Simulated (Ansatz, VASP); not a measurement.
## Zn in VASP and in Ansatz

Contents of INCAR:

```
SYSTEM = Zn
ALGO = Normal
EDIFF = 1E-6
ENCUT = 520
GGA = PE
ISIF = 2
ISMEAR = 1
LASPH = .TRUE.
LCHARG = .FALSE.
LREAL = .FALSE.
LWAVE = .FALSE.
NBANDS = 19
NELM = 100
PREC = Accurate
SIGMA = 0.01
```

Contents of KPOINTS:

```
k-points
0
G
  14 14 7
  0 0 0
```

POSCAR

```
Zn
1.0
    2.6556370042      0.0000000000      0.0000000000
   -1.3278185021      2.2998491089      0.0000000000
    0.0000000000      0.0000000000      4.9624616040
Zn
2
Direct
    0.3333333333      0.6666666667      0.2500000000
    0.6666666667      0.3333333333      0.7500000000
```

Input for Ansatz:

```yaml
crystal:
  lattice:
    - [2.6556370042, 0.0, 0.0]
    - [-1.3278185021, 2.2998491089, 0.0]
    - [0.0, 0.0, 4.962461604]
  atoms:
    - { symbol: Zn, position: [0.3333333333, 0.6666666667, 0.25] }
    - { symbol: Zn, position: [0.6666666667, 0.3333333333, 0.75] }
hamiltonian:
  xc: pbe
  pseudopotentials:
    kind: paw
    azcp:
      Zn: "pseudopotentials/Zn.paw.azcp"
basis:
  ecutwfc: 420
  fft_grid_basis: typed
kpoints:
  mp_grid: { grid: [14, 14, 7], shift: [0, 0, 0] }
magnetization:
  spin_polarized: false
scf:
  occupations: { method: methfessel_paxton, width: 0.01 }
  lower_state_search: "off"
output:
  stress: true
```

Alike in both runs: task single point; functional PBE; k mesh 14 × 14 × 7; occupations methfessel-paxton of order 1, width 0.01 eV; no spin polarisation.

|  | VASP | Ansatz |
| --- | --- | --- |
| version | VASP 6.6.1 | Ansatz 0.2.0 |
| potentials or method | VASP PAW PBE potentials, release 64 (Zn) | plane waves (420 eV) with PAW, scalar-relativistic |
| plane-wave cutoff (eV) | 520 | 420 |
| valence electrons in the cell | 24 | 24 |

VASP gave:

```
pressure (GPa)                                  : 0.4
largest component of the traceless stress (GPa) : 1.64
```

Q: What did Ansatz give for the same quantities?

A: Pressure (GPa): 0.1; largest component of the traceless stress (GPa): 1.43.
